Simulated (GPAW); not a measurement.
# CoSi (P2_13) in GPAW: convergence with plane-wave cutoff (eV)

Aim: find how far plane-wave cutoff (eV) must go before the results for CoSi settle, at PBE. This setting moves, with any that are tied to it; all else stays.

Program: GPAW 26.7.0. These are calculated values, not measurements. Logs are shortened: lines on timing, memory, paths and dates and some standing lists are left out, and cuts for length are marked. The log counts tension as positive stress, the text compression.

## (1) Starting point

It takes space group P2_13 (No. 198, cubic). Conventional cell: a = 4.438 Å, b = 4.438 Å, c = 4.438 Å, α = 90.00°, β = 90.00°, γ = 90.00°. Co (site symmetry 3) is surrounded by 7 Si at 2.28 to 2.47 Å. Si (site symmetry 3) has 7 Co at 2.28 to 2.47 Å as nearest neighbours.

## (2) With plane-wave cutoff (eV) 200

The input, run.py:

```python
from ase.dft.bandgap import bandgap
from ase.io import read, write
from ase.units import GPa
from gpaw import GPAW, PW

atoms = read('CoSi.xyz')
atoms.set_initial_magnetic_moments([2.0, 2.0, 2.0, 2.0, 0.0, 0.0, 0.0, 0.0])

calc = GPAW(mode=PW(200),
            xc='PBE',
            kpts={'size': (5, 5, 5), 'gamma': True},
            occupations={'name': 'fermi-dirac', 'width': 0.05},
            nbands=51,
            convergence={'density': 1e-05, 'energy': 1e-05},
            maxiter=100,
            txt='gpaw.txt')
atoms.calc = calc
energy = atoms.get_potential_energy()
forces = atoms.get_forces()
stress = atoms.get_stress()
calc.write('gs.gpw')
write('result.traj', atoms)
print(f'Energy: {energy:.6f} eV')
print('Forces (eV/A):')
print(forces.round(4))
print('Stress (GPa):', (stress / GPa).round(3))
print('Moments:', calc.get_magnetic_moments().round(3))
print('Fermi level:', round(calc.get_fermi_level(), 4), 'eV')
print(f'Gap: {bandgap(calc)[0]:.4f} eV, direct: {bandgap(calc, direct=True)[0]:.4f} eV')
```

The input, CoSi.xyz:

```xyz
8
Lattice="4.4380000000 0.0000000000 0.0000000000 0.0000000000 4.4380000000 0.0000000000 0.0000000000 0.0000000000 4.4380000000" Properties=species:S:1:pos:R:3 pbc="T T T"
Co     3.8166800000      2.8403200000      1.5976800000
Co     2.8403200000      1.5976800000      3.8166800000
Co     1.5976800000      3.8166800000      2.8403200000
Co     0.6213200000      0.6213200000      0.6213200000
Si     0.6967660000      1.5222340000      2.9157660000
Si     1.5222340000      2.9157660000      0.6967660000
Si     2.9157660000      0.6967660000      1.5222340000
Si     3.7412340000      3.7412340000      3.7412340000
```

Potentials or basis: GPAW PAW data sets (gpaw-data 1.2.1), pw.

On the command line:

```sh
> OMP_NUM_THREADS=1 python run.py
```

gpaw.txt:

```text
__  _  _
 | _ |_)|_||  |
 |__||  | ||/\| - 26.7.0

Input parameters:
  mode=PW(ecut=200.0),
  convergence={'density': 1e-05, 'energy': 1e-05},
  kpts=MonkhorstPack(size=(5, 5, 5), gamma=True),
  maxiter=100,
  nbands=51,
  occupations=Occupations(name='fermi-dirac', width=0.05),
  xc=XC(name='PBE')

Diagonalizing LCAO Hamiltonian
Converting LCAO to pw mode
    .----------.
   /|        Si|
  / |   Co     |
 *  |    Co    |
 |  Si      Co |
 |  .--Si------.
 | /     Si   /
 |/Co        /
 *----------*

Atoms  # Å, Bohr magnetons
|   | symbol |        x |        y |        z |    initial magnetic moments |
|---|--------|----------|----------|----------|-----------------------------|
| 0 |     Co | 3.816680 | 2.840320 | 1.597680 | ( 0.0000,  0.0000,  2.0000) |
| 1 |     Co | 2.840320 | 1.597680 | 3.816680 | ( 0.0000,  0.0000,  2.0000) |
| 2 |     Co | 1.597680 | 3.816680 | 2.840320 | ( 0.0000,  0.0000,  2.0000) |
| 3 |     Co | 0.621320 | 0.621320 | 0.621320 | ( 0.0000,  0.0000,  2.0000) |
| 4 |     Si | 0.696766 | 1.522234 | 2.915766 | ( 0.0000,  0.0000,  0.0000) |
| 5 |     Si | 1.522234 | 2.915766 | 0.696766 | ( 0.0000,  0.0000,  0.0000) |
| 6 |     Si | 2.915766 | 0.696766 | 1.522234 | ( 0.0000,  0.0000,  0.0000) |
| 7 |     Si | 3.741234 | 3.741234 | 3.741234 | ( 0.0000,  0.0000,  0.0000) |

Unit cell  # Å
| periodic |        x |        y |        z |  lengths |    angles |
|----------|----------|----------|----------|----------|-----------|
|      yes | 4.438000 | 0.000000 | 0.000000 | 4.438000 | 90.000000 |
|      yes | 0.000000 | 4.438000 | 0.000000 | 4.438000 | 90.000000 |
|      yes | 0.000000 | 0.000000 | 4.438000 | 4.438000 | 90.000000 |

Number of symmetries: 3
Symmetry operations  # r_c * U_cc + t_c -> r_c
|   | kind |            matrix            |
|---|------|------------------------------|
| 0 |  E   |  1, 0, 0,  0, 1, 0,  0, 0, 1 |
| 1 |  C3  |  0, 1, 0,  0, 0, 1,  1, 0, 0 |
| 2 |  C3  |  0, 0, 1,  1, 0, 0,  0, 1, 0 |

BZ-sampling:
  Number of BZ points: 125
  Number of IBZ points: 23

  Monkhorst-Pack size: [5, 5, 5]
  Monkhorst-Pack shift: [0, 0, 0]

K-points  # in reciprocal-cell coordinates
|     |                                coordinates |     weight |
|-----|--------------------------------------------|------------|
|   0 | (  0.00000000,   0.00000000,   0.00000000) | 0.00800000 |
|   1 | (  0.20000000,   0.00000000,  -0.20000000) | 0.04800000 |
|   2 | (  0.20000000,   0.00000000,   0.00000000) | 0.04800000 |
|   3 | (  0.20000000,   0.20000000,  -0.20000000) | 0.04800000 |
|   4 | (  0.20000000,   0.20000000,   0.00000000) | 0.04800000 |
|   5 | (  0.20000000,   0.20000000,   0.20000000) | 0.01600000 |
|   6 | (  0.40000000,  -0.20000000,  -0.40000000) | 0.04800000 |
|   7 | (  0.40000000,  -0.20000000,  -0.20000000) | 0.04800000 |
|   8 | (  0.40000000,  -0.20000000,   0.00000000) | 0.04800000 |
|   9 | (  0.40000000,  -0.20000000,   0.20000000) | 0.04800000 |
| ... |                                            |            |
|  22 | (  0.40000000,   0.40000000,   0.40000000) | 0.01600000 |

Plane wave coefficients: 587
Cutoff: 200.0 eV

Spin-components: 2 (collinear spins)
Bands:           51
Projectors:      44
Spin-degeneracy: 1
Datatype:        complex128

Parallelization:
  kpt:    1
  domain: 1
  band:   1

Density:
  Valence electrons: 52.0
  Components: 2
  Grid points: [15 15 15]
  Charge: 0.0  # |e|

Potential:
  Grid points: [15 15 15]

species:
  Co:
    name:    Cobalt
    Z:       27.0
    valence: 9
    core:    18
    charge:  0.0  # [|e|]
    compensation charges:
      type: gauss
      rc: 0.32  # [Å]
      lmax: 2
    cutoffs:
      filter: 1.87  # [Å]
      core: 2.55  # [Å]
    projectors
    | kind |    occ | energy [eV] | rcut [Å] |
    |------|--------|-------------|----------|
    |   4s |  2.000 |      -5.469 |    1.005 |
    |   4p |  0.000 |      -1.277 |    1.058 |
    |   3d |  7.000 |      -8.205 |    1.005 |
    |    s |        |      21.742 |    1.005 |
    |    p |        |      25.934 |    1.058 |
    |    d |        |      19.007 |    1.005 |

    Using partial waves for Co as LCAO basis

  Si:
    name:    Silicon
    Z:       14.0
    valence: 4
    core:    10
    charge:  0.0  # [|e|]
    compensation charges:
      type: gauss
      rc: 0.33  # [Å]
      lmax: 2
    cutoffs:
      filter: 1.86  # [Å]
      core: 2.06  # [Å]
    projectors
    | kind |    occ | energy [eV] | rcut [Å] |
    |------|--------|-------------|----------|
    |   3s |  2.000 |     -10.812 |    1.058 |
    |   3p |  2.000 |      -4.081 |    1.058 |
    |    s |        |      16.399 |    1.058 |
    |    p |        |      23.130 |    1.058 |
    |    d |        |       0.000 |    1.058 |

    Using partial waves for Si as LCAO basis

Reference energy: -183156.216624  # eV

eigensolver:
  PPCG
  Converge bands: occupied
  niter=2

density mixing:
  MSR1-Mixer
  Pratt-step length: 0.05
  Maximum mixing coefficient: 0.75
  Old densities: 10
  SVD Regularization: 0.005
  Good broyden scale: 1.0
  Trust region scale: 1.0
  Backstep threshold: 4.0
  History deletion threshold: 6.0
  Fourier metric: weight=20.0, sigma=0.015

occupation numbers:
  Fermi-Dirac:
    width: 0.0500  # eV

poisson solver:
  ecut: 1600.0  # eV

xc functional:
  name: PBE with 2 nearest neighbor stencil

convergence criteria:
- Maximum integral of absolute [dens]ity change: 1e-05 electrons / valence electron
- Maximum [total energy] change in last 3 cyles: 1e-05 eV / valence electron
- Maximum integral of absolute [eigenst]ate change: 4e-08 eV^2 / valence electron
maximum number of iterations: 100

SCF iterations
|iter     | |      energy | eigst |  dens |  magmom |
|---------|-|-------------|-------|-------|---------|
|iter:   1| |  -35.021049 | +0.12 |       |  +8.0162|
|iter:   2| |  -35.592747 | -1.82 | -0.75 |  +7.7452|
|iter:   3| |  -59.186844 | -0.93 | -0.76 |  +4.3202|
|iter:   4| |  -37.408019 | -0.78 | -0.41 |  +5.3509|
|iter:   5| |  -36.171738 | -1.65 | -0.84 |  +2.5111|
|iter:   6| |  -40.461281 | -2.24 | -1.19 |  +0.3993|
|iter:   7| |  -36.318434 | -2.02 | -0.85 |  +0.8064|
|iter:   8| |  -36.342945 | -3.30 | -1.39 |  -0.0861|
|iter:   9| |  -36.374781 | -4.04 | -1.73 |  -0.2310|
|iter:  10| |  -36.383026 | -4.34 | -1.99 |  -0.0368|
|iter:  11| |  -36.383927 | -5.26 | -2.54 |  -0.0243|
|iter:  12| |  -36.384053 | -6.08 | -2.97 |  -0.0106|
|iter:  13| |  -36.384077c| -6.95 | -3.41 |  +0.0005|
|iter:  14| |  -36.384081c| -7.22 | -3.75 |  +0.0028|
|iter:  15| |  -36.384081c| -8.03c| -3.94 |  +0.0013|
|iter:  16| |  -36.384082c| -8.19c| -4.11 |  +0.0001|
|iter:  17| |  -36.384082c| -8.18c| -4.64 |  +0.0001|
|iter:  18| |  -36.384082c| -8.59c| -5.04c|  -0.0000|

Converged in 18 steps
Energy contributions relative to reference atoms: (reference = -183156.216624)

Energy contributions:
  Kinetic:        -101.609195
  Coulomb:         129.469151
  Zero:              0.010629
  External:          0.000000
  Xc:              -64.248080
  Entropy:          -0.013175
  Spinorbit:         0.000000
  ----------------------------
  Free energy:     -36.390669
  Extrapolated:    -36.384082

dipole moment: (-0.000729, -0.000729, -0.000729)  # |e|*Ang

Total magnetic moment: (0.000000, 0.000000, -0.000012)

Local magnetic moments
|        x |        y |         z |
|----------|----------|-----------|
| 0.000000 | 0.000000 |  0.000003 |  # Co   0
| 0.000000 | 0.000000 |  0.000003 |  # Co   1
| 0.000000 | 0.000000 |  0.000003 |  # Co   2
| 0.000000 | 0.000000 | -0.000002 |  # Co   3
| 0.000000 | 0.000000 | -0.000007 |  # Si   4
| 0.000000 | 0.000000 | -0.000007 |  # Si   5
| 0.000000 | 0.000000 | -0.000007 |  # Si   6
| 0.000000 | 0.000000 | -0.000006 |  # Si   7

Fermi level: 11.631
Eigenvalues  # (at kpt = [0.000, 0.000, 0.000])
| band index |      eig [eV] | occ [0-1] |      eig [eV] | occ [0-1] |
|------------|---------------|-----------|---------------|-----------|
|          0 |        -1.930 |     1.000 |        -1.930 |     1.000 |
|        ... |               |           |               |           |
|         19 |        10.693 |     1.000 |        10.693 |     1.000 |
|         20 |        10.693 |     1.000 |        10.693 |     1.000 |
|         21 |        10.694 |     1.000 |        10.694 |     1.000 |
|         22 |        10.944 |     1.000 |        10.944 |     1.000 |
|         23 |        10.944 |     1.000 |        10.944 |     1.000 |
|         24 |        11.489 |     0.946 |        11.489 |     0.946 |
[... 8 lines left out ...]
|         33 |        15.045 |     0.000 |        15.045 |     0.000 |
|         34 |        15.045 |     0.000 |        15.045 |     0.000 |
|        ... |               |           |               |           |
|         50 |        28.825 |     0.000 |        28.825 |     0.000 |

No gap
No difference between direct/indirect transitions

Forces  # eV/Ang
|        x |        y |        z |
|----------|----------|----------|
|  0.03106 |  0.06412 | -0.06241 |  # Co   0
|  0.06412 | -0.06241 |  0.03106 |  # Co   1
| -0.06241 |  0.03106 |  0.06412 |  # Co   2
| -0.03096 | -0.03096 | -0.03096 |  # Co   3
|  0.02750 | -0.02916 |  0.03165 |  # Si   4
| -0.02916 |  0.03165 |  0.02750 |  # Si   5
|  0.03165 |  0.02750 | -0.02916 |  # Si   6
| -0.03143 | -0.03143 | -0.03143 |  # Si   7

Stress tensor  # eV/Ang^3
|        x |        y |        z |
|----------|----------|----------|
| 1.337018 | 0.000062 | 0.000062 |
| 0.000062 | 1.337018 | 0.000062 |
| 0.000062 | 0.000062 | 1.337018 |

# Writing to gs.gpw (mode='')
```

Wall time 37 s (1 thread of Intel Xeon Platinum 8488C (Sapphire Rapids), shared host); peak memory 0.17 GiB.

Results:

```
Free energy            : -36.3907 eV
Pressure               : -214.2 GPa
Largest force          : 0.095 eV/Å
Band gap on the k mesh : none (metal or under the smearing width)
Net moment             : 0.00 μB per cell
```

## (3) With plane-wave cutoff (eV) 250

run.py: that of step 2 with these lines changed.

```diff
@@ -8,3 +8,3 @@
 
-calc = GPAW(mode=PW(200),
+calc = GPAW(mode=PW(250),
             xc='PBE',
```

CoSi.xyz is that of step 2.

Potentials or basis: GPAW PAW data sets (gpaw-data 1.2.1), pw.

On the command line:

```sh
> OMP_NUM_THREADS=1 python run.py
```

It took 52 s on 1 thread of Intel Xeon Platinum 8488C (Sapphire Rapids), shared host; peak memory 0.18 GiB.

Results:

| Quantity | Value |
| --- | --- |
| Free energy | -55.7341 eV |
| Pressure | -33.5 GPa |
| Largest force | 0.354 eV/Å |
| Band gap on the k mesh | none (metal or under the smearing width) |
| Net moment | 0.00 μB per cell |

## (4) With plane-wave cutoff (eV) 300

run.py: that of step 3 with these lines changed.

```diff
@@ -8,3 +8,3 @@
 
-calc = GPAW(mode=PW(250),
+calc = GPAW(mode=PW(300),
             xc='PBE',
```

CoSi.xyz is that of step 3.

On the command line:

```sh
> OMP_NUM_THREADS=1 python run.py
```

It took 57 s on 1 thread of Intel Xeon Platinum 8488C (Sapphire Rapids), shared host; peak memory 0.19 GiB.

Results:

```yaml
Free_energy: -57.8376 eV
Pressure: -0.8 GPa
Largest_force: 0.312 eV/Å
Band_gap_on_the_k_mesh: none (metal or under the smearing width)
Net_moment: 0.00 μB per cell
```

## (5) With plane-wave cutoff (eV) 350

run.py: that of step 4 with these lines changed.

```diff
@@ -8,3 +8,3 @@
 
-calc = GPAW(mode=PW(300),
+calc = GPAW(mode=PW(350),
             xc='PBE',
```

CoSi.xyz is that of step 4.

On the command line:

```sh
> OMP_NUM_THREADS=1 python run.py
```

Wall time 53 s (1 thread of Intel Xeon Platinum 8488C (Sapphire Rapids), shared host); peak memory 0.21 GiB.

What came out:

```yaml
Free_energy: -57.9210 eV
Pressure: 0.4 GPa
Largest_force: 0.313 eV/Å
Band_gap_on_the_k_mesh: none (metal or under the smearing width)
Net_moment: 0.00 μB per cell
```

## (6) With plane-wave cutoff (eV) 400

run.py: that of step 5 with these lines changed.

```diff
@@ -8,3 +8,3 @@
 
-calc = GPAW(mode=PW(350),
+calc = GPAW(mode=PW(400),
             xc='PBE',
```

CoSi.xyz is that of step 5.

Potentials or basis: GPAW PAW data sets (gpaw-data 1.2.1), pw.

On the command line:

```sh
> OMP_NUM_THREADS=1 python run.py
```

Run time: 85 s. Hardware: 1 thread of Intel Xeon Platinum 8488C (Sapphire Rapids), shared host; peak memory 0.23 GiB.

What came out:

```
Free energy            : -58.2023 eV
Pressure               : -2.6 GPa
Largest force          : 0.302 eV/Å
Band gap on the k mesh : none (metal or under the smearing width)
Net moment             : 0.00 μB per cell
```

## (7) With plane-wave cutoff (eV) 500

run.py: that of step 6 with these lines changed.

```diff
@@ -8,3 +8,3 @@
 
-calc = GPAW(mode=PW(400),
+calc = GPAW(mode=PW(500),
             xc='PBE',
```

CoSi.xyz is that of step 6.

On the command line:

```sh
> OMP_NUM_THREADS=1 python run.py
```

Run time: 1.8 min. Hardware: 1 thread of Intel Xeon Platinum 8488C (Sapphire Rapids), shared host; peak memory 0.26 GiB.

Results (log left out):

| Quantity | Value |
| --- | --- |
| Free energy | -59.0794 eV |
| Pressure | -2.3 GPa |
| Largest force | 0.313 eV/Å |
| Band gap on the k mesh | none (metal or under the smearing width) |
| Net moment | 0.00 μB per cell |

## (8) With plane-wave cutoff (eV) 600

run.py: that of step 7 with these lines changed.

```diff
@@ -8,3 +8,3 @@
 
-calc = GPAW(mode=PW(500),
+calc = GPAW(mode=PW(600),
             xc='PBE',
```

CoSi.xyz is that of step 7.

On the command line:

```sh
> OMP_NUM_THREADS=1 python run.py
```

Wall time 2.8 min (1 thread of Intel Xeon Platinum 8488C (Sapphire Rapids), shared host); peak memory 0.31 GiB.

The run converged. Its results:

* Free energy: -59.4147 eV
* Pressure: 0.8 GPa
* Largest force: 0.307 eV/Å
* Band gap on the k mesh: none (metal or under the smearing width)
* Net moment: 0.00 μB per cell

## (9) With plane-wave cutoff (eV) 800

run.py: that of step 8 with these lines changed.

```diff
@@ -8,3 +8,3 @@
 
-calc = GPAW(mode=PW(600),
+calc = GPAW(mode=PW(800),
             xc='PBE',
```

CoSi.xyz is that of step 8.

Potentials or basis: GPAW PAW data sets (gpaw-data 1.2.1), pw.

On the command line:

```sh
> OMP_NUM_THREADS=1 python run.py
```

Wall time 3.5 min (1 thread of Intel Xeon Platinum 8488C (Sapphire Rapids), shared host); peak memory 0.4 GiB.

The run converged. Its results:

* Free energy: -59.4609 eV
* Pressure: 1.4 GPa
* Largest force: 0.307 eV/Å
* Band gap on the k mesh: none (metal or under the smearing width)
* Net moment: 0.00 μB per cell

## (10) With plane-wave cutoff (eV) 1000

run.py: that of step 9 with these lines changed.

```diff
@@ -8,3 +8,3 @@
 
-calc = GPAW(mode=PW(800),
+calc = GPAW(mode=PW(1000),
             xc='PBE',
```

CoSi.xyz is that of step 9.

On the command line:

```sh
> OMP_NUM_THREADS=1 python run.py
```

Run time: 5.4 min. Hardware: 1 thread of Intel Xeon Platinum 8488C (Sapphire Rapids), shared host; peak memory 0.53 GiB.

Results (log left out):

| Item | Value |
| --- | --- |
| Free energy | -59.4864 eV |
| Pressure | 1.5 GPa |
| Largest force | 0.307 eV/Å |
| Band gap on the k mesh | none (metal or under the smearing width) |
| Net moment | 0.00 μB per cell |

## (11) Result

| plane-wave cutoff (eV) | energy less the tightest run, at zero smearing (meV/atom) | pressure (GPa) | largest force (eV/Å) | SCF cycles | CPU time (s) | peak memory (GiB) |
| --- | --- | --- | --- | --- | --- | --- |
| 200 | 2886.76 | -214.21 | 0.095 | 18 | 37 | 0.17 |
| 250 | 469.02 | -33.47 | 0.354 | 16 | 52 | 0.18 |
| 300 | 206.10 | -0.78 | 0.312 | 16 | 57 | 0.19 |
| 350 | 195.67 | 0.38 | 0.313 | 16 | 53 | 0.21 |
| 400 | 160.52 | -2.61 | 0.302 | 16 | 85 | 0.23 |
| 500 | 50.88 | -2.25 | 0.313 | 16 | 110 | 0.26 |
| 600 | 8.96 | 0.82 | 0.307 | 16 | 170 | 0.31 |
| 800 | 3.19 | 1.36 | 0.307 | 16 | 210 | 0.4 |
| 1000 | 0.00 | 1.48 | 0.307 | 16 | 330 | 0.53 |

Against the tightest run, the largest force stays within 0.005 eV/Å from 600 on. Not settled before the last step: the energy (to 1 meV/atom), the pressure (to 0.1 GPa). The tightest run that finished is the yardstick and may itself not be fully converged.

Caveats: the starting moments collapsed, and a magnetic state may lie lower.
